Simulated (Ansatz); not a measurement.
# SiC12: the cost of one run

Program: Ansatz 0.2.0. Level of theory: DFT PBE, scalar-relativistic, plane waves, PAW. These are calculated values, not measurements.

8 further runs of the same task are left out: 8 set aside as unsound or not needed.

## 1. The starting structure

The structure is hexagonal, space group P6/mmm (No. 191). Conventional cell: a = 2.456 Å, b = 2.456 Å, c = 8.524 Å, α = 90.00°, β = 90.00°, γ = 120.00°. C (site symmetry -6m2) is surrounded by 3 C at 1.42 Å.

Structure file:

```xyz
2
Lattice="2.4562 0.0000 0.0000 -1.2281 2.1271 0.0000 0.0000 0.0000 8.5238" Properties=species:S:1:pos:R:3 pbc="T T T"
C     0.0000    1.4181    0.0000
C     1.2281    0.7090    0.0000
```

Source of the structure: the Materials Project (structure only).

## 7. Plan of the scan

Atoms count from 1 in the order of the input.

Si is moved over the surface cell; relaxed at each place: the height of the adsorbate's atoms; substrate rigid; the origin of the map has the adsorbate above C11.

- position of Si13 along the first surface vector, from above C11: 4 values from 0.00 to 0.75, periodic
- position of Si13 along the second surface vector, from above C11: 4 values from 0.00 to 0.75, periodic

Relaxed at each point: the height of the adsorbate's atoms; substrate rigid. Points are written as (first, second).

The two vectors of the plane (Å): (2.466, 0.000, 0.000); (-1.233, 8.786, 0.000).

(The set-up runs are not shown.)

## 8. Point (0/4, 0/4) of the map's two axes

File input.yaml:

```yaml
crystal:
  lattice:
    - [4.9326910638, 0.0, 0.0]
    - [-1.2331727659, 8.7858796652, 0.0]
    - [0.0, 0.0, 20.2907138818]
  atoms:
    - { symbol: C, position: [0.0197005045, 0.0788020181, 0.197134513] }
    - { symbol: C, position: [0.5197005045, 0.0788020181, 0.197134513] }
    - { symbol: C, position: [0.2746256306, 0.0985025226, 0.2311704222] }
    - { symbol: C, position: [0.7746256306, 0.0985025226, 0.2311704222] }
    - { symbol: C, position: [0.2844758829, 0.1379035317, 0.2992422405] }
    - { symbol: C, position: [0.7844758829, 0.1379035317, 0.2992422405] }
    - { symbol: C, position: [0.0392966979, 0.1571967124, 0.3324023561] }
    - { symbol: C, position: [0.5392966979, 0.1571967124, 0.3324023561] }
    - { symbol: C, position: [0.0496769462, 0.1987212371, 0.4035397332] }
    - { symbol: C, position: [0.5496769462, 0.1987212371, 0.4035397332] }
    - { symbol: C, position: [0.3040736101, 0.2163107364, 0.4332382751] }
    - { symbol: C, position: [0.8040736101, 0.2163107364, 0.4332382751] }
    - { symbol: Si, position: [0.3040736101, 0.2163107364, 0.5258914962] }
basis:
  ecutwfc: 420
kpoints:
  mp_grid: { grid: [6, 3, 1] }
hamiltonian:
  xc: pbe
  pseudopotentials: { kind: paw, azcp: { folder: soft_1 } }
scf:
  occupations: { method: gaussian, width: 0.1 }
output:
  forces: true
  eigenvalues: true
relax:
  adjacent_minimum: "off"
  f_tol: 0.025
  max_steps: 16
  constraints:
    - { sites: [0, 1, 2, 3, 4, 5, 6, 7, 8, 9, 10, 11] }
    - { sites: [12], fix: xy }
efield:
  axis: 3
  dipole_correction: true
  ramp_width: 0.04
```

Launch:

```bash
> ansatz run input.yaml --threads 4 --pin off --max-ram 12288MiB --backend cpu --events-out ev --progress --plain --runs-dir out
```

**Question.** How long does this run take on 4 threads of Arm Neoverse V1, shared host, and how much memory does it need?

About 37 s, with a peak of 1.2 GiB.
